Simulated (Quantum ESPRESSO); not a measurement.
A run of Quantum ESPRESSO 7.5:

Contents of pw.in:

```
&CONTROL
  calculation = 'scf'
  prefix = 'pwscf'
  outdir = './tmp'
  pseudo_dir = './pseudo'
  tprnfor = .true.
  tstress = .true.
  disk_io = 'low'
/
&SYSTEM
  ibrav = 0
  nat = 3
  ntyp = 2
  ecutwfc = 86
  nbnd = 32
  input_dft = 'wc'
  occupations = 'smearing'
  smearing = 'fd'
  degauss = 0.00367493
/
&ELECTRONS
  conv_thr = 6d-10
  electron_maxstep = 120
  mixing_beta = 0.5
/
ATOMIC_SPECIES
Sn   118.7100 Sn.upf
Se    78.9710 Se.upf
CELL_PARAMETERS angstrom
   3.8110000000    0.0000000000    0.0000000000
  -1.9055000000    3.3004228138    0.0000000000
   0.0000000000    0.0000000000    6.1360000000
ATOMIC_POSITIONS crystal
Sn     0.0000000000    0.0000000000    0.0000000000
Se     0.6666666667    0.3333333333    0.7510000000
Se     0.3333333333    0.6666666667    0.2490000000
K_POINTS automatic
4 4 2 0 0 1
```

Contents of relax.in:

```
&CONTROL
  calculation = 'vc-relax'
  prefix = 'pwscf'
  outdir = './tmp'
  pseudo_dir = './pseudo'
  tprnfor = .true.
  tstress = .true.
  disk_io = 'low'
  nstep = 40
  forc_conv_thr = 0.0001
  etot_conv_thr = 1d-06
/
&SYSTEM
  ibrav = 0
  nat = 3
  ntyp = 2
  ecutwfc = 86
  nbnd = 32
  input_dft = 'wc'
  occupations = 'smearing'
  smearing = 'fd'
  degauss = 0.00367493
/
&ELECTRONS
  conv_thr = 6d-10
  electron_maxstep = 120
  mixing_beta = 0.5
/
&IONS
  ion_dynamics = 'bfgs'
/
&CELL
  cell_dynamics = 'bfgs'
  press = 0
  press_conv_thr = 0.2
/
ATOMIC_SPECIES
Sn   118.7100 Sn.upf
Se    78.9710 Se.upf
CELL_PARAMETERS angstrom
   3.8110000000    0.0000000000    0.0000000000
  -1.9055000000    3.3004228138    0.0000000000
   0.0000000000    0.0000000000    6.1360000000
ATOMIC_POSITIONS crystal
Sn     0.0000000000    0.0000000000    0.0000000000
Se     0.6666666667    0.3333333333    0.7510000000
Se     0.3333333333    0.6666666667    0.2490000000
K_POINTS automatic
4 4 2 0 0 1
```

Contents of scf2.in:

```
&CONTROL
  calculation = 'scf'
  prefix = 'pwscf'
  outdir = './tmp'
  pseudo_dir = './pseudo'
  tprnfor = .true.
  tstress = .true.
  disk_io = 'low'
/
&SYSTEM
  ibrav = 0
  nat = 3
  ntyp = 2
  ecutwfc = 86
  nbnd = 32
  input_dft = 'wc'
  occupations = 'fixed'
/
&ELECTRONS
  conv_thr = 1d-13
  electron_maxstep = 120
  mixing_beta = 0.5
  startingpot = 'file'
  startingwfc = 'file'
/
ATOMIC_SPECIES
Sn   118.7100 Sn.upf
Se    78.9710 Se.upf
CELL_PARAMETERS angstrom
   3.8559522131    0.0000000000    0.0000000000
  -1.9279761066    3.3393525723    0.0000000000
   0.0000000000    0.0000000000    6.0927972270
ATOMIC_POSITIONS crystal
Sn     0.0000000000    0.0000000000    0.0000000000
Se     0.6666666667    0.3333333333    0.7421902030
Se     0.3333333333    0.6666666667    0.2578097970
K_POINTS automatic
4 4 2 0 0 1
```

Contents of ph.in:

```
phonons of SnSe2
&INPUTPH
  prefix = 'pwscf'
  outdir = './tmp'
  tr2_ph = 1d-16
  fildyn = 'dyn'
  niter_ph = 60
  alpha_mix(1) = 0.7
  epsil = .true.
/
0.0000000000 0.0000000000 0.0000000000
```

File dynmat.in:

```
&INPUT
  fildyn = 'dyn'
  asr = 'crystal'
  lperm = .true.
  filout = 'dynmat.disp'
  fileig = 'dynmat.eig'
/
```

The input dynmat_lo.in:

```
&INPUT
  fildyn = 'dyn'
  asr = 'crystal'
  filout = 'dynmat_lo.disp'
  fileig = 'dynmat_lo.eig'
  q(1) = 0
  q(2) = 0
  q(3) = 1
/
```

Potentials or basis: PseudoDojo 0.4.1 SR PBE standard.

Launch:

```console
$ OMP_NUM_THREADS=1 pw.x -in pw.in > pw.out
$ OMP_NUM_THREADS=1 pw.x -in relax.in > relax.out
$ OMP_NUM_THREADS=1 pw.x -in scf2.in > scf2.out
$ OMP_NUM_THREADS=1 ph.x -in ph.in > ph.out
$ OMP_NUM_THREADS=1 dynmat.x -in dynmat.in > dynmat.out
$ OMP_NUM_THREADS=1 dynmat.x -in dynmat_lo.in > dynmat_lo.out
```

Hardware: 1 thread of Arm Neoverse V1, with other jobs on the host.

Task: How long does it take, and how much memory?

Result: It took 18 min on 1 thread of Arm Neoverse V1, with other jobs on the host, peak memory 0.15 GiB. Counts: scf iterations 122, k pools 1, bands 32, ion steps 17, k points 5, g dense 56157.
